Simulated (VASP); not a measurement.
C:

```xyz
4
Lattice="2.4610 0.0000 0.0000 -1.2305 2.1313 0.0000 0.0000 0.0000 6.7080" Properties=species:S:1:pos:R:3 pbc="T T T"
C     0.0000    0.0000    1.6770
C     0.0000    1.4209    1.6770
C     0.0000    0.0000    5.0310
C     0.0000    1.4209    5.0310
```

The cell was built by a generator and needn't be a form met in nature.

Program: VASP 6.6.1. Alike in all runs: task single point; no spin polarisation; cell as given; k mesh 16 × 16 × 4; cutoff (eV) 520; smearing fermi-dirac 0.05 eV. Hardware: 1 thread of Intel(R) Xeon(R) Platinum 8559C (Emerald Rapids), with other jobs on the host.

Order these runs on this cell by their wall time, lowest first.
A. level r2SCAN+rVV10; potentials or basis VASP PAW PBE potentials, release 64 (C)
B. level optB88-vdW; potentials or basis VASP PAW PBE potentials, release 64 (C)
C. level LDA; potentials or basis VASP PAW LDA potentials, release 64 (C)

C (16 s), B (34 s), A (120 s).
